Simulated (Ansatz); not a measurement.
Results of PBEsol in Ansatz (PAW) for LaAlO₃ (R-3c, No. 167; start mp-2920; cell taken from a computed entry).

Numerical settings: plane-wave cutoff 520 eV, 8×8×8 k mesh, Fermi–Dirac smearing 0.01 eV, scalar-relativistic PAW data made under PBE.

Computed at the level's own relaxed cell.

Q: What does this level give for the band gap, lattice constant a and c axis length?

A: 
- band gap: 3.94 eV (on the SCF k mesh)
- lattice constant a: 5.353 Å
- c axis length: 13.048 Å

Note: the relaxation could not lower the start's symmetry, so the cell can be a saddle point above a distorted one.

Spin–orbit coupling is not included.

Static lattice: no zero-point or thermal effects.

A start named mp-… is a Materials Project structure, which need not be a measured phase.

Ansatz is a quantum-chemistry and plane-wave program.
